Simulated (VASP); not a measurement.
Crystal: WS2.

```
W S
1.0
     0.00000    2.93116    2.93116
     2.93116    0.00000    2.93116
     2.93116    2.93116    0.00000
W S
1 2
Direct
  0.00000 0.00000 0.00000
  0.25000 0.25000 0.25000
  0.75000 0.75000 0.75000
```

The cell was built by a generator and needn't be a form met in nature.

Base run:

- Program: VASP 6.6.1
- Functional: PBE
- Potentials or basis: VASP PAW PBE potentials, release 64 (W_sv, S)
- Cutoff: 520 eV
- k mesh: 6 × 6 × 6
- Occupations: fermi-dirac, width 0.02 eV
- Spin: no spin polarisation

Its results: band gap on the k mesh none (metal or under the smearing width); pressure 0.8 GPa.

Problem. After a change of settings the same cell gave: band gap on the k mesh none (metal or under the smearing width); pressure -4.4 GPa. Which change was it?
A. functional from PBE to LDA; potentials or basis from VASP PAW PBE potentials, release 64 (W_sv, S) to VASP PAW LDA potentials, release 64 (W_sv, S)
B. occupations from fermi-dirac, width 0.02 eV to gaussian, width 0.001 eV; further incar settings from ALGO = Normal; EDIFF = 1e-06; NBANDS = 20 to ALGO = Fast; EDIFF = 1e-07; NBANDS = 20
C. functional from PBE to HSE06; k mesh from 6 × 6 × 6 to 4 × 4 × 4

Solution. C.

Caveats: some runs use coarse meshes; the PAW data sets were made with another functional, which shifts forces and pressure a little (some runs).
